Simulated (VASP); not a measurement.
Method: SCAN meta-GGA, VASP's PBE PAW potentials (set 64) (plane waves; VASP).

VASP ran on this input.

POSCAR:
```
CsPbI3
1
    6.3947647717     0.0000000000     0.0000000000
    0.0000000000     6.3947647717     0.0000000000
    0.0000000000     0.0000000000     6.3947647717
Cs Pb I
1 1 3
Direct
  0.0000000000   0.0000000000   0.0000000000
  0.5000000000   0.5000000000   0.5000000000
  0.5000000000   0.0000000000   0.5000000000
  0.0000000000   0.5000000000   0.5000000000
  0.5000000000   0.5000000000   0.0000000000
```

File KPOINTS:
```
Regular mesh
0
G
  4 4 4
```

**INCAR**
```
ALGO = Normal
EDIFF = 1E-7
ENCUT = 520
ISIF = 2
ISMEAR = 0
LASPH = .TRUE.
LCHARG = .FALSE.
LMAXMIX = 4
LMIXTAU = .TRUE.
LREAL = .FALSE.
LWAVE = .FALSE.
METAGGA = SCAN
NELM = 100
PREC = Accurate
SIGMA = 0.05
SYSTEM = CsPbI3
```

POTCAR, in this order: Cs_sv Pb_d I (PBE.64 set). Program: vasp_std.

Output

OSZICAR:
```
       N       E                     dE             d eps       ncg     rms          rms(c)
DAV:   1     0.159934009318E+03    0.15993E+03   -0.17908E+04   520   0.146E+03
DAV:   2    -0.193399453599E+03   -0.35333E+03   -0.34615E+03   638   0.314E+02
DAV:   3    -0.236013115632E+03   -0.42614E+02   -0.42011E+02   624   0.117E+02
DAV:   4    -0.237954361080E+03   -0.19412E+01   -0.19369E+01   712   0.330E+01
DAV:   5    -0.238005259211E+03   -0.50898E-01   -0.50864E-01   698   0.448E+00    0.267E+00
DAV:   6    -0.233143357678E+03    0.48619E+01   -0.31241E+00   714   0.226E+01    0.265E+00
DAV:   7    -0.228911524928E+03    0.42318E+01   -0.10495E+00   528   0.858E+00    0.154E+00
DAV:   8    -0.228989076896E+03   -0.77552E-01   -0.79422E-01   564   0.698E+00    0.532E-01
DAV:   9    -0.228938277393E+03    0.50800E-01   -0.24328E-01   534   0.476E+00    0.460E-01
DAV:  10    -0.228947751198E+03   -0.94738E-02   -0.53028E-02   592   0.223E+00    0.307E-01
DAV:  11    -0.228982615189E+03   -0.34864E-01   -0.95049E-02   524   0.294E+00    0.156E-01
DAV:  12    -0.228986880901E+03   -0.42657E-02   -0.11020E-02   532   0.106E+00    0.149E-01
DAV:  13    -0.228989609565E+03   -0.27287E-02   -0.12244E-03   590   0.375E-01    0.635E-02
DAV:  14    -0.228990230426E+03   -0.62086E-03   -0.48083E-03   534   0.756E-01    0.447E-02
DAV:  15    -0.228991193150E+03   -0.96272E-03   -0.15014E-03   528   0.416E-01    0.165E-02
DAV:  16    -0.228991589810E+03   -0.39666E-03   -0.19101E-04   576   0.137E-01    0.241E-02
DAV:  17    -0.228991786412E+03   -0.19660E-03   -0.62191E-04   522   0.274E-01    0.163E-02
DAV:  18    -0.228991899626E+03   -0.11321E-03   -0.87696E-05   536   0.998E-02    0.114E-02
DAV:  19    -0.228991931563E+03   -0.31936E-04   -0.19148E-05   602   0.487E-02    0.592E-03
DAV:  20    -0.228991936988E+03   -0.54254E-05   -0.26381E-06   576   0.177E-02    0.470E-03
DAV:  21    -0.228991942512E+03   -0.55241E-05   -0.40658E-06   534   0.246E-02    0.273E-03
DAV:  22    -0.228991947176E+03   -0.46639E-05   -0.66559E-06   532   0.285E-02    0.217E-03
DAV:  23    -0.228991946864E+03    0.31149E-06   -0.15879E-07   482   0.443E-03    0.157E-03
DAV:  24    -0.228991945634E+03    0.12301E-05   -0.41213E-08   336   0.286E-03    0.361E-04
DAV:  25    -0.228991945115E+03    0.51904E-06   -0.24813E-08   312   0.172E-03    0.418E-04
DAV:  26    -0.228991945104E+03    0.11093E-07   -0.14593E-08   296   0.142E-03
   1 F= -.22899195E+03 E0= -.22899195E+03  d E =-.517505E-16
```

OUTCAR:
```
------------------------ aborting loop because EDIFF is reached ----------------------------------------
  FORCE on cell =-STRESS in cart. coord.  units (eV):
  Direction    XX          YY          ZZ          XY          YZ          ZX
  --------------------------------------------------------------------------------------
  Total       -0.9119207     -0.9119207     -0.9119207     -0.0000000     -0.0000000      0.0000000
  in kB       -5.5871962     -5.5871962     -5.5871962     -0.0000000     -0.0000000      0.0000000
  external PRESSURE =      -5.5871962 kB  Pullay stress =       0.0000000 kB
  volume of cell :      261.50
      direct lattice vectors                 reciprocal lattice vectors
     6.394764772  0.000000000  0.000000000     0.156377918  0.000000000  0.000000000
     0.000000000  6.394764772  0.000000000     0.000000000  0.156377918  0.000000000
     0.000000000  0.000000000  6.394764772     0.000000000  0.000000000  0.156377918
 POSITION                                       TOTAL-FORCE (eV/Angst)
 -----------------------------------------------------------------------------------
      0.00000      0.00000      0.00000         0.000000      0.000000      0.000000
      3.19738      3.19738      3.19738         0.000000      0.000000      0.000000
      3.19738      0.00000      3.19738         0.000000      0.000000      0.000000
      0.00000      3.19738      3.19738         0.000000      0.000000      0.000000
      3.19738      3.19738      0.00000         0.000000      0.000000      0.000000
 -----------------------------------------------------------------------------------
    total drift:                                0.000000     -0.000000     -0.000000
  FREE ENERGIE OF THE ION-ELECTRON SYSTEM (eV)
  ---------------------------------------------------
  free  energy   TOTEN  =      -228.9919451041 eV

  energy  without entropy=     -228.9919451041  energy(sigma->0) =     -228.99194510
```
(Selected blocks of OUTCAR.)

File OUTCAR:
```
 val. band max:        1.0050928457   @ k =   0.5000   0.5000   0.5000

 cond. band min:       2.6564506671   @ k =   0.5000   0.5000   0.5000


 Fermi energy:         1.2779165901

 k-point     1 :       0.0000    0.0000    0.0000
  band No.  band energies     occupation
      1     -21.0414      2.00000
      2     -16.0924      2.00000
      3     -16.0924      2.00000
      4     -16.0132      2.00000
      5     -16.0132      2.00000
      6     -16.0132      2.00000
      7     -11.5304      2.00000
      8     -10.7661      2.00000
      9     -10.7661      2.00000
     10      -7.3812      2.00000
     11      -7.3812      2.00000
     12      -7.3812      2.00000
     13      -6.1644      2.00000
     14      -2.4441      2.00000
     15      -2.4441      2.00000
     16      -2.4441      2.00000
     17      -0.2755      2.00000
     18      -0.2755      2.00000
     19      -0.2755      2.00000
     20      -0.1571      2.00000
     21      -0.1571      2.00000
     22      -0.1571      2.00000
     23       4.6323      0.00000
     24       5.6282      0.00000
     25       5.6282      0.00000
     26       6.1473      0.00000

 k-point     2 :       0.2500    0.0000    0.0000
  band No.  band energies     occupation
      1     -21.0412      2.00000
      2     -16.0924      2.00000
      3     -16.0866      2.00000
      4     -16.0134      2.00000
      5     -16.0134      2.00000
      6     -16.0132      2.00000
      7     -11.4499      2.00000
      8     -10.8622      2.00000
      9     -10.7650      2.00000
     10      -7.3792      2.00000
     11      -7.3792      2.00000
     12      -7.3762      2.00000
     13      -6.4589      2.00000
     14      -2.3917      2.00000
     15      -2.3917      2.00000
     16      -1.6345      2.00000
     17      -0.3575      2.00000
     18      -0.3575      2.00000
     19      -0.3400      2.00000
     20      -0.2125      2.00000
     21      -0.2125      2.00000
     22      -0.1920      2.00000
...
```

Unless said otherwise, spin-orbit coupling is left out, though it shifts the bands of the heavy elements here.

The compound is CsPbI3 in the cubic perovskite structure, the ideal cubic form; the compound distorts at low or room temperature. This cell is one point of a volume scan, at 1.06 of the reference volume.
